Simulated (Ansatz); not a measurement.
Input deck for Ansatz 0.2.0, then the block of the output on the nuclei.

The cell is a structure deposited in the COD, taken as it stands.

```yaml
crystal:
  lattice:
    - [3.079, 0.0, 0.0]
    - [-1.5395, 2.6664922183, 0.0]
    - [0.0, 0.0, 20.146]
  atoms:
    - { symbol: Si, position: [0.3333333333, 0.6666666667, 0.25] }
    - { symbol: Si, position: [0.6666666667, 0.3333333333, 0.75] }
    - { symbol: Si, position: [0.3333333333, 0.6666666667, 0.625] }
    - { symbol: Si, position: [0.6666666667, 0.3333333333, 0.125] }
    - { symbol: Si, position: [0.0, 0.0, 0.0] }
    - { symbol: Si, position: [0.0, 0.0, 0.5] }
    - { symbol: Si, position: [0.3333333333, 0.6666666667, 0.875] }
    - { symbol: Si, position: [0.6666666667, 0.3333333333, 0.375] }
    - { symbol: C, position: [0.3333333333, 0.6666666667, 0.969] }
    - { symbol: C, position: [0.6666666667, 0.3333333333, 0.469] }
    - { symbol: C, position: [0.0, 0.0, 0.094] }
    - { symbol: C, position: [0.0, 0.0, 0.594] }
    - { symbol: C, position: [0.3333333333, 0.6666666667, 0.344] }
    - { symbol: C, position: [0.6666666667, 0.3333333333, 0.844] }
    - { symbol: C, position: [0.3333333333, 0.6666666667, 0.719] }
    - { symbol: C, position: [0.6666666667, 0.3333333333, 0.219] }
kpoints:
  mp_grid: { grid: [10, 10, 2] }
scf:
  occupations: { method: fermi_dirac, width: 0.02 }
hamiltonian:
  xc: pbe
  pseudopotentials: { kind: paw, frozen_core: stored }
output:
  forces: true
  stress: true
  populations: true
  efg: {}
  write_density: true
  write_potential: true
  elf: true
  volumetric_format: npy
```

```sh
ansatz run input.yaml --threads 1 --pin off --max-ram 3072MiB --backend cpu --events-out ev --progress --plain --runs-dir out
```

Of the output, the block on the nuclei alone is shown; the set-up, the SCF iterations, energies, forces and stress are cut. One atom of each set with nearly equal values is shown.

```
--- PAW observables at the nuclei: V_zz in 10²¹ V/m², potentials from the cell's mean, atoms counted from 1 ---
  atom   1  Si V_zz =    -0.015830   η = 0.0000   by run symmetry: allowed
            electrostatic potential = -1362.135347 V   contact ρ = none
  atom   3  Si V_zz =    +0.286662   η = 0.0000   by run symmetry: allowed
            electrostatic potential = -1362.161193 V   contact ρ = none
  atom   5  Si V_zz =    +0.248754   η = 0.0000   by run symmetry: allowed
            electrostatic potential = -1362.195807 V   contact ρ = none
  atom   7  Si V_zz =    +0.320771   η = 0.0000   by run symmetry: allowed
            electrostatic potential = -1362.186467 V   contact ρ = none
  atom   9  C  V_zz =    +0.036678   η = 0.0000   by run symmetry: allowed
            electrostatic potential = -418.690149 V   contact ρ = none
  atom  11  C  V_zz =    +0.029189   η = 0.0000   by run symmetry: allowed
            electrostatic potential = -418.668536 V   contact ρ = none
  atom  13  C  V_zz =    +0.189241   η = 0.0000   by run symmetry: allowed
            electrostatic potential = -418.713298 V   contact ρ = none
  atom  15  C  V_zz =    +0.063350   η = 0.0000   by run symmetry: allowed
            electrostatic potential = -418.616323 V   contact ρ = none
```

Hardware: 1 thread of AMD EPYC 9R14 (Zen 4) (x86_64; 16 cores open to the job, memory cap 3.0 GiB, no GPU), a shared host with a load of 0.2 a core. Wall time 14 s, CPU time 14 s, peak memory 0.52 GiB.

The values hang on the deposited positions: relaxing the atoms moves V_zz on Si1 from -0.016 to -0.086, on Si3 from 0.29 to 0.17, on Si5 from 0.25 to 0.13.
